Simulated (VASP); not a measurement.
# Ta (P6_3/mmc) in VASP: further runs

Runs on Ta. Level: PBEsol. Tasks: equation of state.

Everything below comes from runs of VASP 6.6.1. Logs are shortened: lines on timing, memory, paths and dates and some standing lists are left out, and cuts for length are marked.

## (1) The structure

Symmetry: P6_3/mmc, No. 194, hexagonal system. The conventional cell has a = 2.863 Å, b = 2.863 Å, c = 5.110 Å, α = 90.00°, β = 90.00°, γ = 120.00°. Ta (site symmetry -6m2) is surrounded by 12 Ta at 2.86 to 3.04 Å.

This isn't the form of Ta at room conditions, which is bcc.

## (2) Equation of state, PBEsol, 17.41 Å³/atom (a relaxed cell with its volume scaled by 0.96)

INCAR reads:

```
SYSTEM = Ta
  PREC = Accurate
  ENCUT = 520
  EDIFF = 1E-6
  ISMEAR = -1
  SIGMA = 0.05
  LREAL = .False.
  LASPH = .True.
  NELM = 100
  ALGO = Fast
  ISIF = 2
  LWAVE = .False.
  LCHARG = .False.
  GGA = PS
```

KPOINTS reads:

```
regular mesh
0
Gamma
  10 10 4
  0 0 0
```

POSCAR reads:

```
Ta                                      
1.0
    2.8243160401      0.0000000000      0.0000000000
   -1.4121580201      2.4459294391     -0.0000000000
    0.0000000000      0.0000000000      5.0408013194
  Ta            
     2
Direct
     0.3333333332999970    0.6666666667000030    0.2500000000000000
     0.6666666667000030    0.3333333332999970    0.7500000000000000
```

Potentials or basis: VASP PAW PBE potentials, release 64 (Ta_pv).

Started as:

```
cat potpaw_PBE.64/Ta_pv/POTCAR > POTCAR
mpirun -np 1 vasp_std > vasp.out
```

OUTCAR:

```text
SYSTEM = Ta
   PREC = Accurate
   ENCUT = 520
   EDIFF = 1E-6
   ISMEAR = -1
   LREAL = .False.
   LASPH = .True.
   NELM = 100
   ISIF = 2
   GGA = PS

 ion  position               nearest neighbor table
   1  0.333  0.667  0.250-   2 3.00   2 3.00   2 3.00   2 3.00   2 3.00   2 3.00
   2  0.667  0.333  0.750-   1 3.00   1 3.00   1 3.00   1 3.00   1 3.00   1 3.00

  LATTYP: Found a hexagonal cell.
 ALAT       =     2.8243160401
 C/A-ratio  =     1.7847865635

  Lattice vectors:

 A1 = (   2.8243160401,   0.0000000000,   0.0000000000)
 A2 = (  -1.4121580201,   2.4459294391,   0.0000000000)
 A3 = (   0.0000000000,   0.0000000000,   5.0408013194)

Analysis of symmetry for initial positions (statically):
=====================================================================
 Subroutine PRICEL returns:
 Original cell was already a primitive cell.

 Routine SETGRP: Setting up the symmetry group for a
 hexagonal supercell.

 Subroutine GETGRP returns: Found 24 space group operations
 (whereof 12 operations were pure point group operations)
 out of a pool of 24 trial point group operations.

The static configuration has the point symmetry D_3d.
 The point group associated with its full space group is D_6h.

Analysis of symmetry for dynamics (positions and initial velocities):
=====================================================================
 Subroutine PRICEL returns:
 Original cell was already a primitive cell.

 Routine SETGRP: Setting up the symmetry group for a
 hexagonal supercell.

 Subroutine GETGRP returns: Found 24 space group operations
 (whereof 12 operations were pure point group operations)
 out of a pool of 24 trial point group operations.

The dynamic configuration has the point symmetry D_3d.
 The point group associated with its full space group is D_6h.

 Subroutine INISYM returns: Found 24 space group operations
 (whereof 12 operations are pure point group operations),
 and found     1 'primitive' translations

----------------------------------------------------------------------------------------

                                     Primitive cell

  volume of cell :      34.8222

  direct lattice vectors                    reciprocal lattice vectors
     2.824316040  0.000000000  0.000000000     0.354068024  0.204421269  0.000000000
    -1.412158020  2.445929439  0.000000000     0.000000000  0.408842538  0.000000000
     0.000000000  0.000000000  5.040801319     0.000000000  0.000000000  0.198381157

  length of vectors
     2.824316040  2.824316040  5.040801319     0.408842538  0.408842538  0.198381157

  position of ions in fractional coordinates (direct lattice)
     0.333333333  0.666666667  0.250000000
     0.666666667  0.333333333  0.750000000

  ion indices of the primitive-cell ions
   primitive index   ion index
                 1           1
                 2           2

----------------------------------------------------------------------------------------

 KPOINTS: regular mesh

Automatic generation of k-mesh.
 Grid dimensions read from file:
 generate k-points for:   10   10    4

 Generating k-lattice:

  Cartesian coordinates                     Fractional coordinates (reciprocal lattice)
     0.035406802  0.020442127  0.000000000     0.100000000 -0.000000000  0.000000000
     0.000000000  0.040884254  0.000000000     0.000000000  0.100000000  0.000000000
     0.000000000  0.000000000  0.049595289     0.000000000  0.000000000  0.250000000

  Length of vectors
     0.040884254  0.040884254  0.049595289

  Shift w.r.t. Gamma in fractional coordinates (k-lattice)
     0.000000000  0.000000000  0.000000000

 Subroutine IBZKPT returns following result:
 ===========================================

 Found     42 irreducible k-points:

 Following reciprocal coordinates:
            Coordinates               Weight
  0.000000  0.000000  0.000000      1.000000
  0.100000 -0.000000  0.000000      6.000000
  0.200000 -0.000000  0.000000      6.000000
  0.300000  0.000000  0.000000      6.000000
  0.400000  0.000000  0.000000      6.000000
  0.500000  0.000000  0.000000      3.000000
[... 16 lines left out ...]
  0.300000  0.100000  0.250000     24.000000
  0.400000  0.100000  0.250000     24.000000
 [... further k-points ...]
   k-points           NKPTS =     42   k-points in BZ     NKDIM =     42   number of bands    NBANDS=     15
   number of dos      NEDOS =    301   number of ions     NIONS =      2
   total plane-waves  NPLWV =  23040
   dimension x,y,z NGX =    24 NGY =   24 NGZ =   40
   dimension x,y,z NGXF=    48 NGYF=   48 NGZF=   80
   ions per type =               2
   NGX,Y,Z   is equivalent  to a cutoff of  14.13, 14.13, 13.19 a.u.
   NGXF,Y,Z  is equivalent  to a cutoff of  28.25, 28.25, 26.38 a.u.
 SYSTEM =  Ta
   PREC   = accura    normal or accurate (medium, high low for compatibility)
   ISTART =      0    job   : 0-new  1-cont  2-samecut
   ICHARG =      2    charge: 1-file 2-atom 10-const
   ISPIN  =      1    spin polarized calculation?
   LNONCOLLINEAR =      F non collinear calculations
   LSORBIT =      F    spin-orbit coupling
   LASPH  =      T    aspherical Exc in radial PAW
   ENCUT  =  520.0 eV  38.22 Ry    6.18 a.u.   5.25  5.25  9.37*2*pi/ulx,y,z
   NELM   =    100;   NELMIN=  2; NELMDL= -5     # of ELM steps
   EDIFF  = 0.1E-05   stopping-criterion for ELM
   LREAL  =      F    real-space projection
   EDIFFG = 0.1E-04   stopping-criterion for IOM
   NSW    =      0    number of steps for IOM
   IBRION =     -1    ionic relax: 0-MD 1-quasi-New 2-CG
   NFREE  =      0    steps in history (QN), initial steepest desc. (CG)
   ISIF   =      2    stress and relaxation
   ISYM   =      2    0-nonsym 1-usesym 2-fastsym
   POTIM  = 0.5000    time-step for ionic-motion
   TEBEG  =    0.0;   TEEND  =   0.0 temperature during run
   PSTRESS=    0.0 pullay stress
   NELECT =      22.0000    total number of electrons
   NUPDOWN=      -1.0000    fix difference up-down
   EMIN   =  10.00;   EMAX   =-10.00  energy-range for DOS
   EFERMI =   0.00;   METHOD = LEGACY
   ISMEAR =    -1;   SIGMA  =   0.05  broadening in eV -4-tet -1-fermi 0-gaus
   EFERMI_NEDOS =   21; number of points for ismear=-14 and -15
   IALGO  =     68    algorithm
   IMIX   =      4    mixing-type and parameters
     AMIX     =   0.40;   BMIX     =  1.00
     AMIX_MAG =   1.60;   BMIX_MAG =  1.00
  volume/ion in A,a.u.               =      17.41       117.50
  Fermi-wavevector in a.u.,A,eV,Ry     =   1.404743  2.654579 26.848405  1.973302
  Thomas-Fermi vector in A             =   2.527274
   LORBIT       =      0    0 simple, 1 ext, 2 COOP (PROOUT), +10 PAW based schemes
   GGA     = PS    functional components
   LHFCALC =     F    Hartree Fock is set to
   AEXX    =    0.0000 exact exchange contribution
   IVDW    =     0    specifies the selected vdW correction
   LEPSILON=     F    determine dielectric tensor
   LRPA    =     F    only Hartree local field effects (RPA)
 non-spin polarized calculation
 RMM-DIIS sequential band-by-band and
  energy-cutoff  :      520.00
  volume of cell :       34.82
 maximum number of plane-waves:       948
 NGX is ok and might be reduce to    24
   NGX = 11   NGY = 11   NGZ = 19

 number of electron      21.9999998 magnetization

 Free energy of the ion-electron system (eV)
  ---------------------------------------------------
  ext. energy  EPLUGINS =         0.00000000
  ---------------------------------------------------
  free energy    TOTEN  =       -24.48344219 eV

  energy without entropy =      -24.46615099  energy(sigma->0) =      -24.47479659

 E-fermi :   5.9876     XC(G=0): -12.8917

 val. band max:        5.9394226528   @ k =   0.3000   0.1000   0.2500
 cond. band min:       6.0410791655   @ k =   0.4000   0.1000   0.2500
 fundamental gap:      0.1016565127
 Fermi energy:         5.9875589186

 k-point     1 :       0.0000    0.0000    0.0000
  band No.  band energies     occupation
      1     -28.4620      2.00000
      2     -27.4030      2.00000
      3     -27.2810      2.00000
      4     -27.2810      2.00000
      5     -27.1769      2.00000
      6     -27.1769      2.00000
      7      -2.4534      2.00000
      8       0.8424      2.00000
      9       5.3334      2.00000
     10       6.1592      0.06258
     11       6.6070      0.00001
     12       6.6070      0.00001
     13       7.2301      0.00000
     14       7.2301      0.00000
     15       9.2503      0.00000

 k-point     2 :       0.1000   -0.0000    0.0000
  band No.  band energies     occupation
      1     -28.4209      2.00000
      2     -27.4146      2.00000
      3     -27.4074      2.00000
      4     -27.3168      2.00000
      5     -27.3132      2.00000
      6     -27.2010      2.00000
      7      -2.0363      2.00000
      8       1.2890      2.00000
      9       5.3599      1.99999
     10       5.6157      1.99882
     11       6.3777      0.00082
     12       6.8475      0.00000
     13       7.0113      0.00000
     14       7.6257      0.00000
     15       8.6026      0.00000

 k-point     3 :       0.2000   -0.0000    0.0000
  band No.  band energies     occupation
      1     -28.3069      2.00000
      2     -27.7577      2.00000
      3     -27.6537      2.00000
      4     -27.4247      2.00000
      5     -27.4071      2.00000
      6     -27.2657      2.00000
      7      -0.9272      2.00000
      8       2.3043      2.00000
      9       4.4823      2.00000
     10       4.9886      2.00000
     11       5.7920      1.96074
     12       7.1183      0.00000
     13       7.4736      0.00000
     14       8.1833      0.00000
     15       8.1901      0.00000
[... 343 lines left out ...]
 k-point    23 :       0.3000    0.1000    0.2500
  band No.  band energies     occupation
      1     -28.3689      2.00000
      2     -28.2773      2.00000
      3     -27.8991      2.00000
      4     -27.6136      2.00000
      5     -27.5373      2.00000
      6     -27.4693      2.00000
      7       1.3338      2.00000
      8       2.4982      2.00000
      9       3.2983      2.00000
     10       4.4110      2.00000
     11       5.9394      1.44733
     12       6.4192      0.00036
     13       7.3920      0.00000
     14       9.3172      0.00000
     15      10.3869      0.00000

 k-point    24 :       0.4000    0.1000    0.2500
  band No.  band energies     occupation
      1     -28.5590      2.00000
      2     -28.4557      2.00000
      3     -27.8275      2.00000
      4     -27.6630      2.00000
      5     -27.6015      2.00000
      6     -27.5150      2.00000
      7       1.4890      2.00000
      8       2.2454      2.00000
      9       3.4396      2.00000
     10       3.9227      2.00000
     11       6.0411      0.51065
     12       7.1983      0.00000
     13       7.6255      0.00000
     14      10.2641      0.00000
     15      11.1059      0.00000

 [... further k-points ...]

------------------------ aborting loop because EDIFF is reached ----------------------------------------

  FORCE on cell =-STRESS in cart. coord.  units (eV):
  Direction    XX          YY          ZZ          XY          YZ          ZX
  --------------------------------------------------------------------------------------
  -------------------------------------------------------------------------------------
  Total        1.9941867      1.9941867      1.8761169     -0.0000000      0.0000000      0.0000000
  in kB       91.7528583     91.7528583     86.3204475     -0.0000000      0.0000000      0.0000000
  external PRESSURE =      89.9420547 kB  Pullay stress =       0.0000000 kB

 VOLUME and BASIS-vectors are now :
 -----------------------------------------------------------------------------
  energy-cutoff  :      520.00
  volume of cell :       34.82
      direct lattice vectors                 reciprocal lattice vectors
     2.824316040  0.000000000  0.000000000     0.354068024  0.204421269  0.000000000
    -1.412158020  2.445929439  0.000000000     0.000000000  0.408842538  0.000000000
     0.000000000  0.000000000  5.040801319     0.000000000  0.000000000  0.198381157

 POSITION                                       TOTAL-FORCE (eV/Angst)
 -----------------------------------------------------------------------------------
     -0.00000      1.63062      1.26020        -0.000000      0.000000      0.000000
      1.41216      0.81531      3.78060         0.000000     -0.000000      0.000000
 -----------------------------------------------------------------------------------
    total drift:                               -0.000000      0.000000     -0.000000

  FREE ENERGIE OF THE ION-ELECTRON SYSTEM (eV)
  ---------------------------------------------------
  free  energy   TOTEN  =       -24.4834421943 eV

  energy  without entropy=      -24.4661509879  energy(sigma->0) =      -24.47479659
```

Wall time 18 s (1 thread of Intel Xeon Platinum 8488C (Sapphire Rapids), shared host); peak memory 0.16 GiB.

Results:

```
Free energy            : -24.4834 eV
Pressure               : 9.0 GPa
Band gap on the k mesh : none (metal or under the smearing width)
```

Caveat: the PAW data sets were made with another functional, which shifts forces and pressure a little.

## (3) Equation of state, PBEsol, 17.77 Å³/atom (a relaxed cell with its volume scaled by 0.98)

INCAR is that of step 2.

KPOINTS is that of step 2.

POSCAR reads:

```
Ta                                      
1.0
    2.8437946973      0.0000000000      0.0000000000
   -1.4218973487      2.4627984510     -0.0000000000
    0.0000000000      0.0000000000      5.0755665651
  Ta            
     2
Direct
     0.3333333332999970    0.6666666667000030    0.2500000000000000
     0.6666666667000030    0.3333333332999970    0.7500000000000000
```

Potentials or basis: VASP PAW PBE potentials, release 64 (Ta_pv).

Started as:

```
cat potpaw_PBE.64/Ta_pv/POTCAR > POTCAR
mpirun -np 1 vasp_std > vasp.out
```

It took 20 s on 1 thread of Intel Xeon Platinum 8488C (Sapphire Rapids), shared host; peak memory 0.16 GiB.

It converged, with:

* Free energy: -24.5135 eV
* Pressure: 4.3 GPa
* Band gap on the k mesh: none (metal or under the smearing width)

Caveat: the PAW data sets were made with another functional, which shifts forces and pressure a little.

## (4) Equation of state, PBEsol, 18.14 Å³/atom

INCAR is that of step 3.

KPOINTS is that of step 3.

POSCAR reads:

```
Ta                                      
1.0
    2.8630101092      0.0000000000      0.0000000000
   -1.4315050546      2.4794394859     -0.0000000000
    0.0000000000      0.0000000000      5.1098619741
  Ta            
     2
Direct
     0.3333333332999970    0.6666666667000030    0.2500000000000000
     0.6666666667000030    0.3333333332999970    0.7500000000000000
```

Started as:

```
cat potpaw_PBE.64/Ta_pv/POTCAR > POTCAR
mpirun -np 1 vasp_std > vasp.out
```

Run time: 20 s. Hardware: 1 thread of Intel Xeon Platinum 8488C (Sapphire Rapids), shared host; peak memory 0.16 GiB.

Results (log left out):

```
Free energy            : -24.5232 eV
Pressure               : 0.0 GPa
Band gap on the k mesh : none (metal or under the smearing width)
```

Caveat: the PAW data sets were made with another functional, which shifts forces and pressure a little.

## (5) Equation of state, PBEsol, 18.50 Å³/atom (a relaxed cell with its volume scaled by 1.02)

INCAR is that of step 4.

KPOINTS is that of step 4.

POSCAR reads:

```
Ta                                      
1.0
    2.8819709937      0.0000000000      0.0000000000
   -1.4409854968      2.4958600935     -0.0000000000
    0.0000000000      0.0000000000      5.1437031058
  Ta            
     2
Direct
     0.3333333332999970    0.6666666667000030    0.2500000000000000
     0.6666666667000030    0.3333333332999970    0.7500000000000000
```

Started as:

```
cat potpaw_PBE.64/Ta_pv/POTCAR > POTCAR
mpirun -np 1 vasp_std > vasp.out
```

Wall time 23 s (1 thread of Intel Xeon Platinum 8488C (Sapphire Rapids), shared host); peak memory 0.16 GiB.

The run converged. Its results:

* Free energy: -24.5145 eV
* Pressure: -3.9 GPa
* Band gap on the k mesh: none (metal or under the smearing width)

Caveat: the PAW data sets were made with another functional, which shifts forces and pressure a little.

## (6) Equation of state, PBEsol, 18.86 Å³/atom (a relaxed cell with its volume scaled by 1.04)

INCAR is that of step 5.

KPOINTS is that of step 5.

POSCAR reads:

```
Ta                                      
1.0
    2.9006856154      0.0000000000      0.0000000000
   -1.4503428077      2.5120674313     -0.0000000000
    0.0000000000      0.0000000000      5.1771047112
  Ta            
     2
Direct
     0.3333333332999970    0.6666666667000030    0.2500000000000000
     0.6666666667000030    0.3333333332999970    0.7500000000000000
```

Potentials or basis: VASP PAW PBE potentials, release 64 (Ta_pv).

Started as:

```
cat potpaw_PBE.64/Ta_pv/POTCAR > POTCAR
mpirun -np 1 vasp_std > vasp.out
```

Wall time 23 s (1 thread of Intel Xeon Platinum 8488C (Sapphire Rapids), shared host); peak memory 0.16 GiB.

It converged, with:

```yaml
Free_energy: -24.4892 eV
Pressure: -7.4 GPa
Band_gap_on_the_k_mesh: none (metal or under the smearing width)
```

Caveat: the PAW data sets were made with another functional, which shifts forces and pressure a little.

## (7) Equation of state, PBEsol

This step only gathers the single runs of the series.

What came out:

* Equilibrium volume: 18.14 Å³/atom
* Bulk modulus at fixed shape and positions: 203 GPa
* Pressure derivative of the bulk modulus: 3.9 (rough: it moves with the points fitted)

Energy against volume, from the lowest point:
```tsv
volume (Å³/atom)	energy (meV/atom)
17.411	19.89
17.774	4.86
18.137	0.00
18.499	4.35
18.862	17.03
```

Caveat: the cell was scaled at fixed shape and fractional positions, which overstates the stiffness of a crystal with free parameters, most of all of layers and chains; the PAW data sets were made with another functional, which shifts forces and pressure a little. The run has no spin-orbit coupling, so splittings on Ta are missing.
